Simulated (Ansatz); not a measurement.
System: zinc-blende ZnTe. Method: PBEsol+SOC (PAW; Ansatz, a quantum-chemistry and plane-wave program).

Numerical settings: plane-wave cutoff 520 eV, 10×10×10 k mesh, Fermi–Dirac smearing 0.01 eV, PAW data made under PBE.

Results at a series of volumes:

```csv
V (Å³/atom),E − E_lowest (meV/atom),P (GPa)
26.253,17.58,3.57
26.812,7.50,2.24
27.370,1.80,1.06
27.929,0.00,0.00
28.487,1.68,-0.94
29.046,6.47,-1.79
29.604,14.03,-2.54
```

### Question
Estimate the bulk modulus and its pressure derivative from these points.

### Answer
V0 = 27.928 Å³/atom, B0 = 49.9 GPa, B′ = 4.7 (fit to the energies at full precision).

Measured, for comparison: bulk modulus 51 ± 3 GPa (room temperature, no zero-point or thermal correction; as tabulated in Determination of phase transition pressures of ZnTe under quasihydrostatic …); equilibrium volume per atom 28.42 Å³/atom (room temperature, no zero-point or thermal correction; as tabulated in Albrecht et al. (1997), arXiv:cond-mat/9706128). Computed (rounded) less measured: bulk modulus -2 % (inside the measured uncertainty), equilibrium volume per atom -1.7 %. A static lattice is as a rule a little smaller and stiffer than an uncorrected measurement, which narrows the difference in the equilibrium volume per atom and would widen misses of the other sign.

Static lattice: no zero-point or thermal effects.
